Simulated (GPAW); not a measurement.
# SnTe (Fm-3m) in GPAW: further runs, part 2 of 2

GPAW 26.7.0. Earlier steps stand in the parts before.

## Step 4: Band structure, PBE

The input, run.py:

```python
from ase.dft.bandgap import bandgap
from ase.io import read, write
from ase.units import GPa
from gpaw import GPAW, PW, setup_paths

setup_paths.insert(0, '.')

atoms = read('POSCAR')

calc = GPAW(mode=PW(600),
            xc='PBE',
            kpts={'size': (7, 7, 7), 'gamma': True},
            occupations={'name': 'fermi-dirac', 'width': 0.05},
            nbands=19,
            convergence={'density': 1e-05, 'energy': 1e-05},
            maxiter=150,
            txt='gpaw.txt')
atoms.calc = calc
energy = atoms.get_potential_energy()
forces = atoms.get_forces()
stress = atoms.get_stress()
calc.write('gs.gpw')
write('result.traj', atoms)
print(f'Energy: {energy:.6f} eV')
print('Forces (eV/A):')
print(forces.round(4))
print('Stress (GPa):', (stress / GPa).round(3))
print('Fermi level:', round(calc.get_fermi_level(), 4), 'eV')
print(f'Gap: {bandgap(calc)[0]:.4f} eV, direct: {bandgap(calc, direct=True)[0]:.4f} eV')

path = atoms.cell.bandpath('GXWKGLUWLK,UX', npoints=100, eps=1e-4)
bs_calc = calc.fixed_density(kpts=path, symmetry='off', nbands=32,
                             convergence={'bands': 'CBM+6.0', 'eigenstates': 1e-6}, txt='bands.txt')
bs = bs_calc.band_structure()
bs.write('bs.json')
print(f'Gap on the path: {bandgap(bs_calc)[0]:.4f} eV')
```

The input, POSCAR:

```
SnTe
1.0
    0.0000000000      3.1508500000      3.1508500000
    3.1508500000      0.0000000000      3.1508500000
    3.1508500000      3.1508500000      0.0000000000
Te Sn
1 1
Direct
    0.5000000000      0.5000000000      0.5000000000
    0.0000000000      0.0000000000      0.0000000000
```

Potentials or basis: PAW data sets generated in the run's folder for this functional, pw.

On the command line:

```
$ gpaw-setup -f PBE Sn Te
$ OMP_NUM_THREADS=1 python run.py
```

Wall time 1.7 min (1 thread of Arm Neoverse V1, shared host); peak memory 0.34 GiB.

The run converged. Its results:

```
Free energy             : -7.8143 eV
Pressure                : 1.9 GPa
Band gap along the path : 0.10 eV, indirect (least direct gap 0.11 eV)
```

Levels at the corners of the path, in eV from the Fermi level:
| point | band 6 | band 7 | band 8 | band 9 | band 10 | band 11 | band 12 | band 13 | band 14 | band 15 |
| --- | --- | --- | --- | --- | --- | --- | --- | --- | --- | --- |
| Γ | -12.87 | -4.73 | -2.23 | -2.23 | -2.23 | 3.27 | 3.27 | 3.27 | 4.70 | 4.70 |
| X | -11.28 | -6.53 | -5.66 | -3.83 | -3.83 | 2.11 | 4.84 | 4.84 | 6.31 | 9.06 |
| W | -11.20 | -7.43 | -4.91 | -4.91 | -0.90 | 0.77 | 4.56 | 4.56 | 5.99 | 5.99 |
| K | -11.25 | -7.48 | -5.26 | -3.33 | -2.79 | 2.94 | 3.01 | 4.13 | 5.49 | 8.03 |
| Γ | -12.87 | -4.73 | -2.23 | -2.23 | -2.23 | 3.27 | 3.27 | 3.27 | 4.70 | 4.70 |
| L | -11.59 | -8.40 | -1.89 | -1.89 | -0.06 | 0.04 | 0.29 | 0.29 | 7.71 | 8.75 |
| U | -11.25 | -7.48 | -5.26 | -3.33 | -2.79 | 2.94 | 3.01 | 4.13 | 5.49 | 8.03 |
| W | -11.20 | -7.43 | -4.91 | -4.91 | -0.90 | 0.77 | 4.56 | 4.56 | 5.99 | 5.99 |
| L | -11.59 | -8.40 | -1.89 | -1.89 | -0.06 | 0.04 | 0.29 | 0.29 | 7.71 | 8.75 |
| K | -11.25 | -7.48 | -5.26 | -3.33 | -2.79 | 2.94 | 3.01 | 4.13 | 5.49 | 8.03 |
| U | -11.25 | -7.48 | -5.26 | -3.33 | -2.79 | 2.94 | 3.01 | 4.13 | 5.49 | 8.03 |
| X | -11.28 | -6.53 | -5.66 | -3.83 | -3.83 | 2.11 | 4.84 | 4.84 | 6.31 | 9.06 |

Caveat: this odd mesh misses L, where the gap lies, so gap, dielectric constants and Born charges aren't listed; spin-orbit coupling is left out, which moves the levels of the heavy elements.

## Step 5: Band structure, PBE

Changes to run.py since step 4:

```diff
@@ -13,3 +13,4 @@
             occupations={'name': 'fermi-dirac', 'width': 0.05},
-            nbands=19,
+            setups={'Sn': 'jth', 'Te': 'jth'},
+            nbands=-9,
             convergence={'density': 1e-05, 'energy': 1e-05},
@@ -31,3 +32,3 @@
 path = atoms.cell.bandpath('GXWKGLUWLK,UX', npoints=100, eps=1e-4)
-bs_calc = calc.fixed_density(kpts=path, symmetry='off', nbands=32,
+bs_calc = calc.fixed_density(kpts=path, symmetry='off', nbands=-21,
                              convergence={'bands': 'CBM+6.0', 'eigenstates': 1e-6}, txt='bands.txt')
```

POSCAR is that of step 4.

Potentials or basis: JTH PAW 2.0, PBE, pw.

On the command line:

```
$ OMP_NUM_THREADS=1 python run.py
```

gpaw.txt:

```text
__  _  _
 | _ |_)|_||  |
 |__||  | ||/\| - 26.7.0

Input parameters:
  mode=PW(ecut=600.0),
  convergence={'density': 1e-05, 'energy': 1e-05},
  kpts=MonkhorstPack(size=(7, 7, 7), gamma=True),
  maxiter=150,
  nbands=-9,
  occupations=Occupations(name='fermi-dirac', width=0.05),
  setups={'Sn': 'jth', 'Te': 'jth'},
  xc=XC(name='PBE')

Diagonalizing LCAO Hamiltonian
Converting LCAO to pw mode

                 Te

       Sn

Atoms  # Å, Bohr magnetons
|   | symbol |        x |        y |        z |    initial magnetic moments |
|---|--------|----------|----------|----------|-----------------------------|
| 0 |     Te | 3.150850 | 3.150850 | 3.150850 | ( 0.0000,  0.0000,  0.0000) |
| 1 |     Sn | 0.000000 | 0.000000 | 0.000000 | ( 0.0000,  0.0000,  0.0000) |

Unit cell  # Å
| periodic |        x |        y |        z |  lengths |    angles |
|----------|----------|----------|----------|----------|-----------|
|      yes | 0.000000 | 3.150850 | 3.150850 | 4.455975 | 60.000000 |
|      yes | 3.150850 | 0.000000 | 3.150850 | 4.455975 | 60.000000 |
|      yes | 3.150850 | 3.150850 | 0.000000 | 4.455975 | 60.000000 |

Number of symmetries: 48
Symmetry operations  # r_c * U_cc + t_c -> r_c
|    | kind |            matrix            |
|----|------|------------------------------|
|  0 |  σ   |  1, 0, 0,  1, 0,-1,  1,-1, 0 |
|  1 |  C2  |  1, 0, 0,  1,-1, 0,  1, 0,-1 |
|  2 |  E   |  1, 0, 0,  0, 1, 0,  0, 0, 1 |
|  3 |  σ   |  1, 0, 0,  0, 0, 1,  0, 1, 0 |
|  4 |  C4  |  1, 0,-1,  1, 0, 0,  1,-1, 0 |
[... 169 lines left out ...]
- Maximum integral of absolute [dens]ity change: 1e-05 electrons / valence electron
- Maximum [total energy] change in last 3 cyles: 1e-05 eV / valence electron
- Maximum integral of absolute [eigenst]ate change: 4e-08 eV^2 / valence electron
maximum number of iterations: 150

SCF iterations
|iter     | |      energy | eigst |  dens |
|---------|-|-------------|-------|-------|
|iter:   1| |   -7.518912 | -0.21 |       |
|iter:   2| |   -7.507483 | -2.41 | -1.45 |
|iter:   3| |   -7.454171 | -2.26 | -1.49 |
|iter:   4| |   -7.455970 | -3.85 | -2.08 |
|iter:   5| |   -7.456426 | -4.67 | -2.47 |
|iter:   6| |   -7.456438 | -5.80 | -3.36 |
|iter:   7| |   -7.456439c| -6.99 | -4.02 |
|iter:   8| |   -7.456439c| -7.97c| -4.56 |
|iter:   9| |   -7.456439c| -8.60c| -5.42c|

Converged in 9 steps
Energy contributions relative to reference atoms: (reference = -352977.500242)

Energy contributions:
  Kinetic:          11.079751
  Coulomb:         -10.905016
  Zero:              0.048390
  External:          0.000000
  Xc:               -7.679528
  Entropy:          -0.000072
  Spinorbit:         0.000000
  ----------------------------
  Free energy:      -7.456475
  Extrapolated:     -7.456439

dipole moment: (-40.709645, -40.709645, -40.709645)  # |e|*Ang

Fermi level: 6.746
Eigenvalues  # (at kpt = [0.000, 0.000, 0.000])
| band index |      eig [eV] | occ [0-2] |
|------------|---------------|-----------|
|          0 |       -15.256 |     2.000 |
|        ... |               |           |
|          2 |       -15.248 |     2.000 |
|          3 |       -15.248 |     2.000 |
|          4 |       -15.248 |     2.000 |
|          5 |        -6.141 |     2.000 |
|          6 |         1.983 |     2.000 |
|          7 |         4.528 |     2.000 |
[... 9 lines left out ...]
|         17 |        13.688 |     0.000 |
|         18 |        13.766 |     0.000 |

Gap: 0.679 eV
Transition (v -> c):
  (s=0, k=19, n=9, [0.43, 0.43, 0.43]) -> (s=0, k=19, n=10, [0.43, 0.43, 0.43])
No difference between direct/indirect transitions

Forces  # eV/Ang
|       x |       y |        z |
|---------|---------|----------|
| 0.00000 | 0.00000 |  0.00000 |  # Te   0
| 0.00000 | 0.00000 | -0.00000 |  # Sn   1

Stress tensor  # eV/Ang^3
|         x |         y |         z |
|-----------|-----------|-----------|
| -0.013260 |  0.000000 |  0.000000 |
|  0.000000 | -0.013260 |  0.000000 |
|  0.000000 |  0.000000 | -0.013260 |

# Writing to gs.gpw (mode='')
```

stdout:

```text
Energy: -7.456439 eV
Forces (eV/A):
[[ 0.  0.  0.]
 [ 0.  0. -0.]]
Stress (GPa): [-2.124 -2.124 -2.124  0.     0.     0.   ]
Fermi level: 6.7462 eV
Gap: 0.6787 eV, direct: 0.6787 eV
Gap on the path: 0.1001 eV
```

It took 98 s on 1 thread of Arm Neoverse V1, shared host; peak memory 0.34 GiB.

Results:

```
Free energy             : -7.4565 eV
Pressure                : 2.1 GPa
Band gap along the path : 0.10 eV, indirect (least direct gap 0.13 eV)
```

Levels at the corners of the path, in eV from the Fermi level:
| point | band 8 | band 9 | band 10 | band 11 | band 12 | band 13 |
| --- | --- | --- | --- | --- | --- | --- |
| Γ | -2.22 | -2.22 | -2.22 | 3.36 | 3.36 | 3.36 |
| X | -5.65 | -3.82 | -3.82 | 2.11 | 4.91 | 4.91 |
| W | -4.91 | -4.91 | -0.90 | 0.78 | 4.58 | 4.58 |
| K | -5.26 | -3.32 | -2.80 | 2.97 | 3.02 | 4.21 |
| Γ | -2.22 | -2.22 | -2.22 | 3.36 | 3.36 | 3.36 |
| L | -1.88 | -1.88 | -0.07 | 0.06 | 0.28 | 0.28 |
| U | -5.26 | -3.32 | -2.80 | 2.97 | 3.02 | 4.21 |
| W | -4.91 | -4.91 | -0.90 | 0.78 | 4.58 | 4.58 |
| L | -1.88 | -1.88 | -0.07 | 0.06 | 0.28 | 0.28 |
| K | -5.26 | -3.32 | -2.80 | 2.97 | 3.02 | 4.21 |
| U | -5.26 | -3.32 | -2.80 | 2.97 | 3.02 | 4.21 |
| X | -5.65 | -3.82 | -3.82 | 2.11 | 4.91 | 4.91 |

Caveat: this odd mesh misses L, where the gap lies, so gap, dielectric constants and Born charges aren't listed; the program truncates these outside data sets; spin-orbit coupling is left out, which moves the levels of the heavy elements.

## Step 6: The runs side by side

```tsv
potentials or basis	data set	pressure (GPa)
GPAW PAW data sets (gpaw-data 1.2.1), pw	-	1.9
GPAW PAW data sets (gpaw-data 1.2.1), other valence, pw	Te 16	0.8
PAW data sets generated in the run's folder for this functional, pw	-	1.9
JTH PAW 2.0, PBE, pw	Sn jth, Te jth	2.1
```

Alike in all rows: task band structure; level PBE; no spin polarisation; cell as given; k mesh 7 × 7 × 7; cutoff (eV) 600; smearing fermi-dirac 0.05 eV.

Caveats: spin-orbit coupling is left out, which moves the levels of the heavy elements; the program truncates these outside data sets (some runs).

Absolute energies hang on the potentials; compare differences alone.

## Step 7: Against experiment

Step 2. Measured gap of SnTe: 0.18 eV (direct; 300 K; a printed reference work, textbook). This calculation gives 0.10 eV (-0.08 eV). Spin-orbit coupling on Sn, Te is left out. The value is that of PBE, without temperature or zero-point motion. Semilocal functionals fall short of measured gaps as a rule.

Step 3. Measured direct gap of SnTe: 0.18 eV (direct; 300 K; a printed reference work, textbook). This calculation gives 0.16 eV (-0.02 eV). Spin-orbit coupling on Sn, Te is left out. The value is that of PBE, without temperature or zero-point motion. Semilocal functionals fall short of measured gaps as a rule.

Step 4. A measured gap of SnTe is 0.18 eV (direct; 300 K; a printed reference work, textbook); the calculated 0.10 eV misses it by -0.08 eV. Spin-orbit coupling on Sn, Te is left out. The value is that of PBE, without temperature or zero-point motion. Semilocal functionals fall short of measured gaps as a rule.

Step 5. A measured gap of SnTe is 0.18 eV (direct; 300 K; a printed reference work, textbook); the calculated 0.10 eV misses it by -0.08 eV. Spin-orbit coupling on Sn, Te is left out. The value is that of PBE, without temperature or zero-point motion. Semilocal functionals fall short of measured gaps as a rule.
